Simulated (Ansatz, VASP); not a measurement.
# Ba: VASP beside Ansatz

The input INCAR:

```
SYSTEM = Ba
  PREC = Accurate
  ENCUT = 520
  EDIFF = 1E-6
  ISMEAR = -1
  SIGMA = 0.05
  LREAL = .FALSE.
  LASPH = .TRUE.
  NELM = 100
  ALGO = Fast
  ISIF = 2
  LWAVE = .FALSE.
  LCHARG = .FALSE.
  GGA = CA
  NBANDS = 11
```

Contents of KPOINTS:

```
Automatic mesh
0
G
  8 8 8
  0 0 0
```

Contents of POSCAR:

```
Ba
1.0
   -2.4553325815      2.4553325815      2.4553325815
    2.4553325815     -2.4553325815      2.4553325815
    2.4553325815      2.4553325815     -2.4553325815
Ba
1
Direct
    0.0000000000      0.0000000000      0.0000000000
```

Contents of input.yaml:

```yaml
crystal:
  lattice:
    - [-2.4553325815, 2.4553325815, 2.4553325815]
    - [2.4553325815, -2.4553325815, 2.4553325815]
    - [2.4553325815, 2.4553325815, -2.4553325815]
  atoms:
    - { symbol: Ba, position: [0.0, 0.0, 0.0] }
kpoints:
  mp_grid: { grid: [8, 8, 8] }
scf:
  occupations: { method: fermi_dirac, width: 0.05 }
hamiltonian:
  xc: lda
  pseudopotentials: { kind: all_electron, lapw: { basis_error: 0.001 } }
output:
  forces: true
  stress: true
  eigenvalues: true
```

Change from the starting cell: volume scaled by 0.94.

Alike in both runs: task single point; functional LDA; k mesh 8 × 8 × 8; occupations fermi-dirac, width 0.05 eV; no spin polarisation.

|  | VASP | Ansatz |
| --- | --- | --- |
| version | VASP 6.6.1 | Ansatz 0.2.0 |
| potentials or method | VASP PAW LDA potentials, release 64 (Ba_sv) | all-electron LAPW, scalar-relativistic |
| plane-wave cutoff (eV) | 520 | see its input |

Ansatz gave:

| Quantity | Value |
| --- | --- |
| gap on the k mesh at the Fermi level (eV) | none |
| pressure (GPa) | -0.9 |

Q: Which values does VASP return?

A: gap on the k mesh at the Fermi level (eV): none; pressure (GPa): -0.8.

A gap of «none» marks a metal or a gap that the smearing closes. Ansatz ran all-electron here, so the differences hold the error of VASP's frozen core and of both bases.

Spin-orbit coupling is left out, which matters for the levels of Ba.
